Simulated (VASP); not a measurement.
**VASP 6.6.1 run: CdTe**

INCAR

```
LASPH = .TRUE.
LMAXMIX = 4
ISMEAR = -1
NBANDS = 16
LDAUTYPE = 2
LWAVE = .FALSE.
LREAL = .FALSE.
LDAUJ = 0 0
LDAUL = 2 -1
ISIF = 2
PREC = High
EDIFF = 1E-7
SIGMA = 0.02
LDAUU = 8.0 0
GGA = PE
LCHARG = .FALSE.
NSW = 0
ENCUT = 520
NELM = 80
IBRION = -1
LDAU = .TRUE.
```

KPOINTS

```
KPOINTS created by Atomic Simulation Environment
0
Gamma
6 6 6
0 0 0
```

POSCAR

```
Cd Te
 1.0000000000000000
     0.0000000000000000    3.3727778470000001    3.2799551172000001
     3.3727778470000001    0.0000000000000000    3.2799551172000001
     3.3727778470000001    3.3727778470000001    0.0000000000000000
 Cd  Te
   1   1
Cartesian
  0.0000000000000000  0.0000000000000000  0.0000000000000000
  1.6863889235000000  1.6863889235000000  1.6399775585999998
```

The recommended PBE PAW datasets give the neutral cell 18 valence electrons.

Command

```
mpirun -np 1 vasp_std
```

Q: Predict the outcome of this run.

A: It converged. Results: gap between bands v and c on the k mesh 0.76 eV; least direct gap on the k mesh 0.76 eV; pressure -1.3 GPa. Band v is the last that the valence electrons fill when counted band by band, and c is the next.

OSZICAR

```
N       E                     dE             d eps       ncg     rms          rms(c)
DAV:   1     0.101215322000E+03    0.10122E+03   -0.84507E+03   960   0.964E+02
DAV:   2     0.491538751610E-01   -0.10117E+03   -0.98233E+02  1216   0.222E+02
DAV:   3    -0.398220645306E+01   -0.40314E+01   -0.40276E+01  1160   0.498E+01
DAV:   4    -0.401826560787E+01   -0.36059E-01   -0.36058E-01  1408   0.469E+00
DAV:   5    -0.401866779606E+01   -0.40219E-03   -0.40219E-03  1232   0.391E-01    0.802E+00
DAV:   6    -0.385315961268E+01    0.16551E+00   -0.46960E-01  1072   0.908E+00    0.508E+00
DAV:   7    -0.388085870138E+01   -0.27699E-01   -0.15246E-01  1144   0.298E+00    0.204E+00
DAV:   8    -0.388965245672E+01   -0.87938E-02   -0.31461E-02  1144   0.178E+00    0.392E-01
DAV:   9    -0.389009070038E+01   -0.43824E-03   -0.12416E-03  1200   0.332E-01    0.122E-01
DAV:  10    -0.389026164373E+01   -0.17094E-03   -0.21208E-04  1144   0.115E-01    0.418E-02
DAV:  11    -0.389030348163E+01   -0.41838E-04   -0.41747E-05  1160   0.362E-02    0.170E-02
DAV:  12    -0.389030901385E+01   -0.55322E-05   -0.71197E-06  1232   0.160E-02    0.674E-03
DAV:  13    -0.389031002058E+01   -0.10067E-05   -0.31152E-06  1136   0.108E-02    0.542E-03
DAV:  14    -0.389031005840E+01   -0.37825E-07   -0.47020E-08   992   0.117E-03
   1 F= -.38903101E+01 E0= -.38903101E+01  d E =-.547676E-10
```

For comparison, a separate PBE run of the intended cell, on usual settings and not on those above, gives a gap of 0.44 eV on its mesh and a pressure of -0.9 GPa.
